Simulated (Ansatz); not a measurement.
Clean, relaxed (001) surface of Cu, space group P6_3/mmc (No. 194) (top face towards +c; atoms held fixed, by place in the list: 1):

```yaml
crystal:
  lattice:
    - [2.53050, 0.00000, 0.00000]
    - [-1.26525, 2.19148, 0.00000]
    - [0.00000, 0.00000, 21.12986]
  atoms:
    - { symbol: Cu, position: [0.33333, 0.66667, 0.40227] }
    - { symbol: Cu, position: [0.66667, 0.33333, 0.49855] }
    - { symbol: Cu, position: [0.33333, 0.66667, 0.59483] }
```

These are results of DFT r2SCAN, scalar-relativistic, plane waves, PAW (Ansatz), not measurements. Settings: cutoff 500 eV, Γ-centred mesh 12×12×1 on the computed 3-atom cell, Gaussian smearing of 0.10 eV; no spin polarisation. A dipole correction removes the field between periodic images along c.

H (atom) is adsorbed on the top face, one adsorbate per 5.5 Å², and relaxed from 3 starting sites (fractions of a and b). E_ads counts from the clean slab and the free adsorbate (spin-polarised where it has unpaired electrons); negative means bound. Heights count from the highest slab atom after relaxation. Δφ is the top face's. Δp counts per cell along +c. Bonded neighbours lie within 1.25 times the sum of covalent radii (1.35 for H) and, on that scale, within 12 % of the closest. With the adsorbate the cell is lengthened along c to keep the vacuum.

```
                            start ends at E_ads (eV) height (Å) shortest contact  Δφ (eV)  Δp (e·Å)
         top (Cu) at (0.33, 0.67) (0.33, 0.67), 1 bonded neighbour (Cu)       -1.60        1.48       H–Cu 1.48 Å    +0.69    -0.018
hollow (Cu-Cu-Cu) at (0.00, 0.00) (0.00, 0.00), 3 bonded neighbours (Cu)       -2.57        0.85       H–Cu 1.69 Å    +0.01    +0.003
   bridge (Cu-Cu) at (0.83, 0.67) (0.67, 0.34), 3 bonded neighbours (Cu)       -2.57        0.85       H–Cu 1.69 Å    +0.02    +0.002
```

Among the sites tried, the lowest end comes from the hollow (Cu-Cu-Cu) at (0.00, 0.00) start; the bridge (Cu-Cu) at (0.83, 0.67) start ended within 0.02 eV of it, though not always at the same place; other sites may lie lower.

Each end is the local minimum or symmetric point that its start leads to. This isn't the usual crystal structure of Cu. The slab is only 4.1 Å thick, so the energies aren't converged with thickness.

For at least one of the starts the bottom face's work function also shifts by over 0.1 eV: the slab is too thin to screen the adsorbate, so the work functions aren't converged with thickness.

The adsorbed runs have no spin polarisation, so weakly bound open-shell ends lie too high.